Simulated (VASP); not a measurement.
# MgO (P6_3/mmc) in VASP: further runs

The runs below take MgO through single point, relaxation of cell and atoms, with PBEsol.

Program: VASP 6.6.1. These are calculated values, not measurements. Logs are shortened: lines on timing, memory, paths and dates and some standing lists are left out, and cuts for length are marked.

**1. The crystal as given**

It takes space group P6_3/mmc (No. 194, hexagonal). The conventional cell has a = 2.929 Å, b = 2.929 Å, c = 5.112 Å, α = 90.00°, β = 90.00°, γ = 120.00°. Mg (site symmetry -3m) has 6 O at 2.12 Å as nearest neighbours. O (site symmetry -6m2) is surrounded by 6 Mg at 2.12 Å.

The cell was built by a generator and needn't be a form met in nature.

**2. Single point, PBEsol**

INCAR

```
SYSTEM = MgO
PREC = Accurate
ENCUT = 520
EDIFF = 1E-6
ISMEAR = 0
SIGMA = 0.02
LREAL = .FALSE.
LASPH = .TRUE.
NELM = 100
ALGO = Normal
ISIF = 2
LWAVE = .FALSE.
LCHARG = .FALSE.
GGA = PS
NBANDS = 16
```

KPOINTS

```
Automatic mesh
0
G
  12 12 6
  0 0 0
```

POSCAR

```
MgO
1.0
    2.9288939122      0.0000000000      0.0000000000
   -1.4644469561      2.5364965330      0.0000000000
    0.0000000000      0.0000000000      5.1123737969
Mg O
2 2
Direct
    0.0000000000      0.0000000000      0.0000000000
    0.0000000000      0.0000000000      0.5000000000
    0.3333333333      0.6666666667      0.2500000000
    0.6666666667      0.3333333333      0.7500000000
```

Potentials or basis: VASP PAW PBE potentials, release 64 (Mg, O).

Started as:

```bash
$ cat potpaw_PBE.64/Mg/POTCAR potpaw_PBE.64/O/POTCAR > POTCAR
$ mpirun -np 1 vasp_std > vasp.out
```

OUTCAR:

```text
SYSTEM = MgO
   PREC = Accurate
   ENCUT = 520
   EDIFF = 1E-6
   ISMEAR = 0
   LREAL = .FALSE.
   LASPH = .TRUE.
   NELM = 100
   ISIF = 2
   GGA = PS

 ion  position               nearest neighbor table
   1  0.000  0.000  0.000-   3 2.12   4 2.12   4 2.12   3 2.12   4 2.12   3 2.12   2 2.56   2 2.56

   2  0.000  0.000  0.500-   3 2.12   4 2.12   4 2.12   3 2.12   4 2.12   3 2.12   1 2.56   1 2.56

   3  0.333  0.667  0.250-   1 2.12   2 2.12   1 2.12   2 2.12   1 2.12   2 2.12
   4  0.667  0.333  0.750-   1 2.12   2 2.12   1 2.12   2 2.12   1 2.12   2 2.12

  LATTYP: Found a hexagonal cell.
 ALAT       =     2.9288939122
 C/A-ratio  =     1.7454964059

  Lattice vectors:

 A1 = (   2.9288939122,   0.0000000000,   0.0000000000)
 A2 = (  -1.4644469561,   2.5364965330,   0.0000000000)
 A3 = (   0.0000000000,   0.0000000000,   5.1123737969)

Analysis of symmetry for initial positions (statically):
=====================================================================
 Subroutine PRICEL returns:
 Original cell was already a primitive cell.

 Routine SETGRP: Setting up the symmetry group for a
 hexagonal supercell.

 Subroutine GETGRP returns: Found 24 space group operations
 (whereof 12 operations were pure point group operations)
 out of a pool of 24 trial point group operations.

The static configuration has the point symmetry D_3d.
 The point group associated with its full space group is D_6h.

Analysis of symmetry for dynamics (positions and initial velocities):
=====================================================================
 Subroutine PRICEL returns:
 Original cell was already a primitive cell.

 Routine SETGRP: Setting up the symmetry group for a
 hexagonal supercell.

 Subroutine GETGRP returns: Found 24 space group operations
 (whereof 12 operations were pure point group operations)
 out of a pool of 24 trial point group operations.

The dynamic configuration has the point symmetry D_3d.
 The point group associated with its full space group is D_6h.

 Subroutine INISYM returns: Found 24 space group operations
 (whereof 12 operations are pure point group operations),
 and found     1 'primitive' translations

----------------------------------------------------------------------------------------

                                     Primitive cell

  volume of cell :      37.9805

  direct lattice vectors                    reciprocal lattice vectors
[... 88 lines left out ...]
   LASPH  =      T    aspherical Exc in radial PAW
   ENCUT  =  520.0 eV  38.22 Ry    6.18 a.u.   5.45  5.45  9.51*2*pi/ulx,y,z
   NELM   =    100;   NELMIN=  2; NELMDL= -5     # of ELM steps
   EDIFF  = 0.1E-05   stopping-criterion for ELM
   LREAL  =      F    real-space projection
   EDIFFG = 0.1E-04   stopping-criterion for IOM
   NSW    =      0    number of steps for IOM
   IBRION =     -1    ionic relax: 0-MD 1-quasi-New 2-CG
   NFREE  =      0    steps in history (QN), initial steepest desc. (CG)
   ISIF   =      2    stress and relaxation
   ISYM   =      2    0-nonsym 1-usesym 2-fastsym
   POTIM  = 0.5000    time-step for ionic-motion
   TEBEG  =    0.0;   TEEND  =   0.0 temperature during run
   PSTRESS=    0.0 pullay stress
   NELECT =      16.0000    total number of electrons
   NUPDOWN=      -1.0000    fix difference up-down
   EMIN   =  10.00;   EMAX   =-10.00  energy-range for DOS
   EFERMI =   0.00;   METHOD = LEGACY
   ISMEAR =     0;   SIGMA  =   0.02  broadening in eV -4-tet -1-fermi 0-gaus
   EFERMI_NEDOS =   21; number of points for ismear=-14 and -15
   IALGO  =     38    algorithm
   IMIX   =      4    mixing-type and parameters
     AMIX     =   0.40;   BMIX     =  1.00
     AMIX_MAG =   1.60;   BMIX_MAG =  1.00
  volume/ion in A,a.u.               =       9.50        64.08
  Fermi-wavevector in a.u.,A,eV,Ry     =   1.227236  2.319139 20.491837  1.506108
  Thomas-Fermi vector in A             =   2.362207
   LORBIT       =      0    0 simple, 1 ext, 2 COOP (PROOUT), +10 PAW based schemes
   GGA     = PS    functional components
   LHFCALC =     F    Hartree Fock is set to
   AEXX    =    0.0000 exact exchange contribution
   IVDW    =     0    specifies the selected vdW correction
   LEPSILON=     F    determine dielectric tensor
   LRPA    =     F    only Hartree local field effects (RPA)
 non-spin polarized calculation
 Gauss-broadening in eV      SIGMA  =   0.02
  energy-cutoff  :      520.00
  volume of cell :       37.98
 maximum number of plane-waves:      1051
 NGX is ok and might be reduce to    24
   NGX = 11   NGY = 11   NGZ = 19

 number of electron      15.9999997 magnetization

 Free energy of the ion-electron system (eV)
  ---------------------------------------------------
  ext. energy  EPLUGINS =         0.00000000
  ---------------------------------------------------
  free energy    TOTEN  =       -24.41159244 eV

  energy without entropy =      -24.41159244  energy(sigma->0) =      -24.41159244

 E-fermi :   3.2511     XC(G=0): -11.2206

 val. band max:        3.1250393826   @ k =   0.0000   0.0000   0.0000
 cond. band min:       7.3992138070   @ k =   0.0000   0.0000   0.0000
 fundamental gap:      4.2741744244
 Fermi energy:         3.2511335963

 k-point     1 :       0.0000    0.0000    0.0000
  band No.  band energies     occupation
      1     -14.1639      2.00000
      2     -13.0556      2.00000
      3      -1.8708      2.00000
      4       2.6014      2.00000
      5       2.6068      2.00000
      6       2.6068      2.00000
[... 433 lines left out ...]
      3      -0.7332      2.00000
      4      -0.2247      2.00000
      5       0.3414      2.00000
      6       2.0466      2.00000
[... 8 lines left out ...]
     15      19.6122      0.00000
     16      21.3758      0.00000

 [... further k-points ...]
[... 5 lines left out ...]
  --------------------------------------------------------------------------------------
  -------------------------------------------------------------------------------------
  Total       -0.1043313     -0.1043313     -0.0856426      0.0000000     -0.0000000      0.0000000
  in kB       -4.4011337     -4.4011337     -3.6127683      0.0000000     -0.0000000      0.0000000
  external PRESSURE =      -4.1383452 kB  Pullay stress =       0.0000000 kB

 VOLUME and BASIS-vectors are now :
 -----------------------------------------------------------------------------
  energy-cutoff  :      520.00
  volume of cell :       37.98
      direct lattice vectors                 reciprocal lattice vectors
     2.928893912  0.000000000  0.000000000     0.341425818  0.197122288  0.000000000
    -1.464446956  2.536496533  0.000000000     0.000000000  0.394244576  0.000000000
     0.000000000  0.000000000  5.112373797     0.000000000  0.000000000  0.195603851

 POSITION                                       TOTAL-FORCE (eV/Angst)
 -----------------------------------------------------------------------------------
      0.00000      0.00000      0.00000         0.000000      0.000000     -0.000000
      0.00000      0.00000      2.55619         0.000000      0.000000     -0.000000
     -0.00000      1.69100      1.27809         0.000000     -0.000000      0.000000
      1.46445      0.84550      3.83428        -0.000000      0.000000      0.000000
 -----------------------------------------------------------------------------------
    total drift:                               -0.000000      0.000000     -0.000000

  FREE ENERGIE OF THE ION-ELECTRON SYSTEM (eV)
  ---------------------------------------------------
  free  energy   TOTEN  =       -24.4115924374 eV

  energy  without entropy=      -24.4115924374  energy(sigma->0) =      -24.41159244
```

stdout:

```text
POSCAR found type information on POSCAR MgO
 POSCAR found :  2 types and       4 ions
 scaLAPACK will be used
 -----------------------------------------------------------------------------
|                                                                             |
|                                                                             |
|     You enforced a specific xc type in the INCAR file but a different       |
|     I HOPE YOU KNOW WHAT YOU ARE DOING!                                     |
|                                                                             |
 -----------------------------------------------------------------------------

 LDA part: xc-table for (Slater+PW92), standard interpolation
 POSCAR, INCAR and KPOINTS ok, starting setup
 FFT: planning ... GRIDC
 FFT: planning ... GRID_SOFT
 FFT: planning ... GRID
 WAVECAR not read
 entering main loop
```

Wall time 24 s (1 thread of AMD EPYC 9R45 (Zen 5), shared host); peak memory 0.15 GiB.

Results:

```yaml
Free_energy: -24.4116 eV
Pressure: -0.4 GPa
Band_gap_on_the_k_mesh: 4.27 eV, direct
```

Stress tensor (GPa, compression positive):
```
-0.44  0.00  0.00
 0.00 -0.44  0.00
 0.00  0.00 -0.36
```

Levels at points of the mesh, in eV from the valence-band top:
| k point | band 4 | band 5 | band 6 | band 7 | band 8 | band 9 | band 10 | band 11 | band 12 | band 13 |
| --- | --- | --- | --- | --- | --- | --- | --- | --- | --- | --- |
| (0.00, 0.00, 0.00) | -0.52 | -0.52 | -0.52 | 0.00 | 0.00 | 4.27 | 7.93 | 11.54 | 12.76 | 16.80 |
| (0.50, 0.00, 0.00) | -3.57 | -2.69 | -1.61 | -1.24 | -0.73 | 8.25 | 9.38 | 10.13 | 11.53 | 12.01 |
| (0.00, 0.00, 0.50) | -3.13 | -0.27 | -0.27 | -0.27 | -0.27 | 6.72 | 6.72 | 11.71 | 11.71 | 16.42 |
| (0.50, 0.00, 0.50) | -4.43 | -1.56 | -1.56 | -0.99 | -0.99 | 8.48 | 8.48 | 10.69 | 10.69 | 12.75 |

Caveat: the PAW data sets were made with another functional, which shifts forces and pressure a little. A k mesh can miss the band edges.

**3. Relaxation of cell and atoms, PBEsol**

This run uses another cell than the first one, of 9.36 Å³/atom, 0.985 times its volume.

INCAR

```
  PREC = Accurate
  ENCUT = 600
  EDIFF = 1E-6
  ISMEAR = 0
  SIGMA = 0.02
  LREAL = False
  LASPH = True
  NELM = 100
  ALGO = Normal
  ISIF = 3
  LWAVE = False
  LCHARG = False
  GGA = PS
  IBRION = 2
  NSW = 65
  EDIFFG = -0.01
```

KPOINTS

```
Automatic mesh
0
Gamma
  12 12 6
```

POSCAR

```
MgO
1.0
    2.9799354756      0.0000000000      0.0000000000
   -1.4899677378      2.5806998235      0.0000000000
    0.0000000000      0.0000000000      4.8662140265
Mg O
2 2
Direct
    0.0000000000      0.0000000000      0.0000000000
    0.0000000000      0.0000000000      0.5000000000
    0.3333333333      0.6666666667      0.2500000000
    0.6666666667      0.3333333333      0.7500000000
```

Potentials or basis: VASP PAW PBE potentials, release 64 (Mg, O).

Started as:

```bash
$ cat potpaw_PBE.64/Mg/POTCAR potpaw_PBE.64/O/POTCAR > POTCAR
$ mpirun -np 1 vasp_std > vasp.out
```

Run time: 75 s. Hardware: 1 thread of AMD EPYC 9R45 (Zen 5), shared host; peak memory 0.16 GiB.

Results (log left out):

```
Free energy                            : -24.4165 eV
Relaxed volume                         : 9.46 Å³/atom
Relaxed cell                           : a = 2.925 Å, b = 2.925 Å, c = 5.106 Å, α = 90.00°, β = 90.00°, γ = 120.00°
Space group after relaxing (to 0.05 Å) : P6_3/mmc (No. 194)
Energy gained by relaxing              : 41.3 meV/atom
Ionic steps                            : 7
Pressure after relaxing                : 0.0 GPa
Band gap on the k mesh                 : 4.31 eV, direct
```

Stress tensor (GPa, compression positive):
```
-0.02  0.00  0.00
 0.00 -0.02  0.00
 0.00  0.00  0.10
```

The path:
| step | energy change (eV) | largest force (eV/Å) | pressure (GPa) | volume (Å³) |
| --- | --- | --- | --- | --- |
| 1 | 0.0000 | 0.0000 | 2.63 | 37.42 |
| 2 | -0.1515 | 0.0000 | -1.46 | 38.17 |
| 3 | -0.1648 | 0.0000 | -0.72 | 38.01 |
| 4 | -0.1648 | 0.0000 | -0.77 | 38.02 |
| 5 | -0.1651 | 0.0000 | 0.14 | 37.80 |
| 6 | -0.1652 | 0.0000 | -0.06 | 37.85 |
| 7 | -0.1652 | 0.0000 | 0.02 | 37.83 |

Final structure:
```
Mg O
1.0
     2.92490    0.00000    0.00000
    -1.46245    2.53303    0.00000
     0.00000    0.00000    5.10606
Mg O
2 2
Direct
  0.00000 0.00000 0.00000
  0.00000 0.00000 0.50000
  0.33333 0.66667 0.25000
  0.66667 0.33333 0.75000
```

Levels at points of the mesh, in eV from the valence-band top:
| k point | band 4 | band 5 | band 6 | band 7 | band 8 | band 9 | band 10 | band 11 | band 12 |
| --- | --- | --- | --- | --- | --- | --- | --- | --- | --- |
| (0.00, 0.00, 0.00) | -0.53 | -0.52 | -0.52 | 0.00 | 0.00 | 4.31 | 7.96 | 11.58 | 12.77 |
| (0.50, 0.00, 0.00) | -3.59 | -2.70 | -1.62 | -1.25 | -0.73 | 8.28 | 9.40 | 10.16 | 11.58 |
| (0.00, 0.00, 0.50) | -3.14 | -0.27 | -0.27 | -0.27 | -0.27 | 6.76 | 6.76 | 11.74 | 11.74 |
| (0.50, 0.00, 0.50) | -4.44 | -1.57 | -1.57 | -1.00 | -1.00 | 8.51 | 8.51 | 10.70 | 10.70 |

Caveat: the PAW data sets were made with another functional, which shifts forces and pressure a little. A hybrid or GW would open this gap; PBEsol tends to underestimate it.
